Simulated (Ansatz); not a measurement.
Mg under pressure: fit and missing row

Mg, I4/mmm, a = 3.644 Å, c = 3.396 Å. This isn't the element's structure at ambient conditions. Ansatz: PBEsol, PAW, 420 eV, Γ-centred 16×16×16 mesh on 1 atom, Gaussian smearing 0.10 eV; no spin polarisation. Cell and atoms are relaxed at each pressure, and no other structure is tried, so the rows at high pressure may lie past a change of phase.

| V (Å³/atom) | P (GPa) |
| --- | --- |
| ? | 89.99 |
| 13.517 | 50.00 |
| 15.892 | 24.99 |
| 18.131 | 12.01 |
| 20.561 | 3.99 |
| 21.948 | 1.00 |
| 22.548 | -0.03 |
| 23.194 | -1.00 |

Q: Take V0 = 22.548 Å³/atom, count pressures from its P0 = -0.03 GPa, fit the third-order Birch–Murnaghan form to the other rows, and predict the missing volume.

A: With the Eulerian strain f = ½[(V0/V)^(2/3) − 1] and y = (P − P0)/[3f(1 + 2f)^(5/2)], the form is the line y = B0 + 1.5 B0 (B0′ − 4) f. Rows (f, y): 0.20327, 35.0; 0.13133, 35.4; 0.07822, 35.7; 0.03172, 36.2; 0.00907, 36.2; -0.00933, 36.3. Means f = 0.07405, y = 35.800; Σ(Δf)² = 0.03296, ΣΔfΔy = -0.2113; the slope is their ratio. y = 36.27 − 6.411 f GPa, so B0 = 36.3 GPa and B0′ = 4 + 2 × (-6.411)/(3 × 36.27) = 3.88. P = 89.99 GPa is met at f = 0.28342 (y = 34.45), so V = V0 (1 + 2f)^(−3/2) = 11.497 Å³/atom. The run gave 11.491 Å³/atom, so the fit is 0.006 Å³/atom too high, within twice the rms miss on the fitted rows (0.004 Å³/atom). The form still works here, 78 % of the fitted range beyond its end.

The mesh isn't the same in all rows (16×16×16, 18×18×18, 20×20×20).